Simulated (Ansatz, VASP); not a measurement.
# One calculation of Mo, two programs

INCAR

```
PREC = Accurate ; ENCUT = 520
EDIFF = 1E-7 ; ISMEAR = 0
SIGMA = 0.15 ; LREAL = False
LASPH = True ; NELM = 100
ALGO = Normal ; ISIF = 2
LWAVE = False ; LCHARG = False
GGA = PS ; NBANDS = 13
```

File KPOINTS:

```
Automatic mesh
0
Gamma
  18 18 18
```

POSCAR

```
Mo
1.0
    2.8175757091      0.0000000000      0.0000000000
   -1.4087878546      2.4400921412      0.0000000000
    0.0000000000      0.0000000000      2.4785252790
Mo
1
Direct
    0.0000000000      0.0000000000      0.5000000000
```

Input for Ansatz:

```yaml
crystal:
  lattice:
    - [2.8175757091, 0.0, 0.0]
    - [-1.4087878546, 2.4400921412, 0.0]
    - [0.0, 0.0, 2.478525279]
  atoms:
    - { symbol: Mo, position: [0.0, 0.0, 0.5] }
basis:
  ecutwfc: 420
kpoints:
  mp_grid: { grid: [18, 18, 18] }
hamiltonian:
  xc: pbesol
scf:
  occupations: { method: gaussian, width: 0.15 }
output:
  forces: true
  stress: true
  eigenvalues: true
```

Change from the starting cell: strain +0.030 along x and y, -0.030 along z, atoms carried along.

Alike in both runs: task single point; functional PBEsol; k mesh 18 × 18 × 18; occupations gaussian, width 0.15 eV; no spin polarisation.

|  | VASP | Ansatz |
| --- | --- | --- |
| version | VASP 6.6.1 | Ansatz 0.2.0 |
| potentials or method | VASP PAW PBE potentials, release 64 (Mo_sv) | scalar-relativistic, plane waves, PAW |
| plane-wave cutoff (eV) | 520 | 420 |
| valence electrons in the cell | 14 | 14 |

|  | VASP | Ansatz | Ansatz less VASP |
| --- | --- | --- | --- |
| gap on the k mesh at the Fermi level (eV) | none | none | - |
| pressure (GPa) | -8.5 | -9.0 | -0.50 |
| largest component of the traceless stress (GPa) | 5.44 | 5.12 | -0.320 |

A gap of «none» marks a metal or a gap that the smearing closes.

Caveats: the PAW data sets were made with another functional, which shifts forces and pressure a little (VASP).
